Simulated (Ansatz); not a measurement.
# Al (Im-3m), stationary points along a deformation path

All numbers below come from DFT PBEsol, scalar-relativistic, plane waves, PAW in Ansatz. Settings: plane waves to 420 eV, k-mesh 28×28×28 (Γ-centred), Gaussian smearing 0.15 eV. No spin polarisation. Energies are free energies at this smearing, counted from the undisturbed cell; pressure is positive in compression.

The starting cell (relaxed at this level; this bcc form isn't the usual structure):

```
Al
1.0
    -1.60644    1.60644    1.60644
     1.60644   -1.60644    1.60644
     1.60644    1.60644   -1.60644
Al
1
Direct
  0.00000 0.00000 0.00000
```

At fixed volume and fractional coordinates, lengths along (0.577, 0.577, 0.577) are scaled against those across it; ρ is that ratio over its starting value. V = 16.583 Å³/atom. Δσ is the stress along the axis less the mean stress across it (compression positive).

| ρ | ΔE (meV/atom) | Δσ (GPa) | space group |
| --- | --- | --- | --- |
| 0.500 | 5255.6 | 330.40 | R-3m |
| 0.600 | 2059.7 | 176.62 | R-3m |
| 0.710 | 682.5 | 74.72 | R-3m |
| 0.850 | 108.5 | 22.27 | R-3m |
| 0.930 | 18.6 | 7.95 | R-3m |
| 1.000 | 0.0 | 0.00 | Im-3m |
| 1.080 | 16.4 | -5.81 | R-3m |
| 1.200 | 80.0 | -11.48 | R-3m |
| 1.410 | 222.5 | -12.90 | R-3m |
| 1.700 | 369.9 | -9.19 | R-3m |
| 2.000 | 432.0 | 0.00 | Pm-3m |

How does the stress give the slope of the energy, and where is the energy stationary?

Along the path d ln(length) is 2/3 d ln ρ on the axis and −1/3 d ln ρ across it, so dE/d ln ρ = −(2/3) V Δσ: the energy falls with ρ where Δσ is positive. Δσ vanishes or changes sign at ρ = 1.000 (Im-3m), a minimum at 0.0 meV/atom; at ρ = 2.000 (Pm-3m, an end of the scan), at 432.0 meV/atom. Pairs of stationary points between two samples would go unseen, and could change a minimum read from distant neighbours into a maximum. At ρ = 1.000, 2.000 the cell is cubic, where symmetry alone makes the stress isotropic and the slope zero.

Which shear constant sets the curvature at ρ = 1?

For a cubic crystal E/V = (2/3) C (ln ρ)² with C = C44, so Δσ = −2C ln ρ. The parabola of Δσ against ln ρ through ρ = 0.930, 1 and 1.080 gives C ≈ 47 GPa with the ions clamped, rough because the steps are large.

In a metal these slopes depend on the k mesh and the smearing.

Cost: 11 runs of about 2.3 core-minutes in all, on Arm Neoverse V1 (shared hosts).